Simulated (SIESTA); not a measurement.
Crystal: Ge.

```
Ge
1.0
     3.99759    0.00000    0.00000
    -1.99879    3.46201    0.00000
     0.00000    0.00000    6.59938
Ge
4
Direct
  0.33333 0.66667 0.93710
  0.66667 0.33333 0.43710
  0.33333 0.66667 0.56290
  0.66667 0.33333 0.06290
```

This isn't the form of Ge at room conditions, which is diamond.

Base run:

```yaml
Program: SIESTA 5.4.2
Functional: PBEsol
Potentials_or_basis: PseudoDojo 0.4 standard (PBEsol files)
Basis: DZP (energy shift 0.003 Ry; two zetas on semicore shells)
Grid_cutoff: 800 Ry
Energy_shift: 0.003 Ry
k_mesh: 8 × 8 × 4
Occupations: fermi-dirac, width 0.05 eV
Spin: no spin polarisation
```

Its results: pressure 1.3 GPa; largest force 0.029 eV/Å.

The run is repeated on the same cell with these changes: functional from PBEsol to LDA; potentials or basis from PseudoDojo 0.4 standard (PBEsol files) to PseudoDojo 0.4 standard (LDA files). What comes out?

Pressure -0.9 GPa; largest force 0.022 eV/Å.

Caveats: the basis of atomic orbitals isn't converged, which shifts pressures, moduli and gaps.
